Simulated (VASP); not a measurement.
A run of VASP 6.6.1 is set up as follows.

Contents of INCAR:

```
  PREC = Accurate
  ENCUT = 520
  EDIFF = 1E-6
  ISMEAR = -1
  SIGMA = 0.16
  LREAL = False
  LASPH = True
  NELM = 60
  ALGO = Fast
  ISIF = 2
  LWAVE = False
  LCHARG = False
  GGA = PS
  NBANDS = 38
```

KPOINTS

```
regular mesh
0
Gamma
  3 3 3
```

The input POSCAR:

```
Li
1.0
    6.9800000000      0.0000000000      0.0000000000
    0.0000000000      6.9800000000      0.0000000000
    0.0000000000      0.0000000000      6.9800000000
Li
16
Direct
   -0.0479083095      0.0017908309     -0.0200573066
    0.5110601719     -0.0389398281      0.0187679083
   -0.0494269341      0.5241117479     -0.0340830946
    0.0322922636      0.0053868195      0.5071633238
    0.1903008596      0.2057879656      0.2079083095
    0.5235959885      0.5028939828     -0.0228653295
    0.4373782235     -0.0427220630      0.4663323782
    0.7190114613      0.2895702006      0.2333524355
   -0.0047707736      0.5001002865      0.4862750716
    0.2553868195      0.7308452722      0.1852722063
    0.2451002865      0.2155730659      0.7329083095
    0.4797134670      0.4566618911      0.4995845272
    0.7643553009      0.7380229226      0.2522349570
    0.7138108883      0.1963467049      0.7242693410
    0.2187392550      0.7297707736      0.7240257880
    0.6947421203      0.7806876791      0.6642693410
```

Potentials or basis: VASP PAW PBE potentials, release 64 (Li_sv).

Launch:

```console
$ cat potpaw_PBE.64/Li_sv/POTCAR > POTCAR
$ mpirun -np 1 vasp_std > vasp.out
```

(1) Predict the band gap on the k mesh.

(2) Estimate the largest force.

## Answers

(1) none (metal or under the smearing width).

(2) 0.624 eV/Å.

Caveat: the PAW data sets were made with another functional, which shifts forces and pressure a little.
